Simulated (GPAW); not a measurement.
A run of GPAW 26.7.0:

Contents of run.py:

```python
from ase.dft.bandgap import bandgap
from ase.io import read, write
from gpaw import GPAW, PW

atoms = read('Al.cif')

calc = GPAW(mode=PW(450),
            xc='PBE0',
            kpts={'size': (5, 5, 5), 'gamma': True},
            occupations={'name': 'fermi-dirac', 'width': 0.05},
            nbands=6,
            convergence={'density': 1e-05, 'energy': 1e-05},
            maxiter=60,
            txt='gpaw.txt')
atoms.calc = calc
energy = atoms.get_potential_energy()
forces = atoms.get_forces()
calc.write('gs.gpw')
write('result.traj', atoms)
print(f'Energy: {energy:.6f} eV')
print('Forces (eV/A):')
print(forces.round(4))
print('Fermi level:', round(calc.get_fermi_level(), 4), 'eV')
print(f'Gap: {bandgap(calc)[0]:.4f} eV, direct: {bandgap(calc, direct=True)[0]:.4f} eV')
```

Al.cif

```cif
data_Al
_cell_length_a 2.86350669
_cell_length_b 2.86350669
_cell_length_c 2.86350669
_cell_angle_alpha 60.00000000
_cell_angle_beta 60.00000000
_cell_angle_gamma 60.00000000
_space_group_name_H-M_alt 'P1'
_space_group_name_Hall 'P 1'
_space_group_IT_number 1
loop_
_space_group_symop_operation_xyz
'x,y,z'
loop_
_atom_site_label
_atom_site_type_symbol
_atom_site_symmetry_multiplicity
_atom_site_Wyckoff_symbol
_atom_site_fract_x
_atom_site_fract_y
_atom_site_fract_z
_atom_site_occupancy
Al1 Al 1 a 0.0000000000 0.0000000000 0.0000000000 1
```

Potentials or basis: GPAW PAW data sets (gpaw-data 1.2.1), pw.

Launch:

```bash
$ OMP_NUM_THREADS=1 python run.py
```

Hardware: 1 thread of AMD EPYC 7B13 (Zen 3) (shared host).

Q: How long does it take, and how much memory?

A: Wall time 4.8 min on 1 thread of AMD EPYC 7B13 (Zen 3), with other jobs on the host, peak memory 0.16 GiB. Counts: scf iterations 13, plane waves 370, bands 6, k points 10.
